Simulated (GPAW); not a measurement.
The system is In.

```
CELL_PARAMETERS angstrom
3.33548 0.00000 0.00000
-1.66774 2.88861 0.00000
0.00000 0.00000 5.50914
ATOMIC_POSITIONS crystal
In 0.66667 0.33333 0.75000
In 0.33333 0.66667 0.25000
```

This isn't the form of In at room conditions, which is tetragonal.

```yaml
Program: GPAW 26.7.0
Task: relaxation of cell and atoms
Functional: PBEsol
Dispersion: D4
Potentials_or_basis: PAW data sets generated in the run's folder for this functional
Cutoff: 600 eV
Basis: pw
k_mesh: 8 × 8 × 4
Occupations: fermi-dirac, width 0.05 eV
Spin: no spin polarisation
```

At the start: pressure -2.9 GPa; volume 26.54 Å³/atom.

Problem. How do energy, volume and symmetry change on relaxing?

Solution. Over 10 steps the energy falls by 34.7 meV/atom and the volume is 25.03 Å³/atom (-5.7 %); space group P6_3/mmc (No. 194, to 0.05 Å).

Step by step:
```
step  energy change (eV)  largest force (eV/Å)  pressure (GPa)  volume (Å³)
   1              0.0000                0.0000           -2.87        53.08
   2             -0.0095                0.0000           -2.53        52.54
   3             -0.0424                0.0000            1.05        48.45
   4             -0.0452                0.0000            0.23        49.20
   5             -0.0473                0.0000            0.06        49.35
   6             -0.0558                0.0000           -0.09        49.69
   7              0.0365                0.0001            1.54        50.10
   8             -0.0694                0.0001           -0.19        50.32
   9             -0.0694                0.0001            0.10        49.94
  10             -0.0695                0.0000            0.02        50.07
```

Final structure:
```
In
1.0
     3.17815    0.00000    0.00000
    -1.58908    2.75236    0.00000
     0.00000    0.00000    5.72395
In
2
Direct
  0.66667 0.33333 0.75000
  0.33333 0.66667 0.25000
```

Caveat: later steps reuse the first step's grids; pairwise dispersion overbinds metals, which lowers pressure and volume.
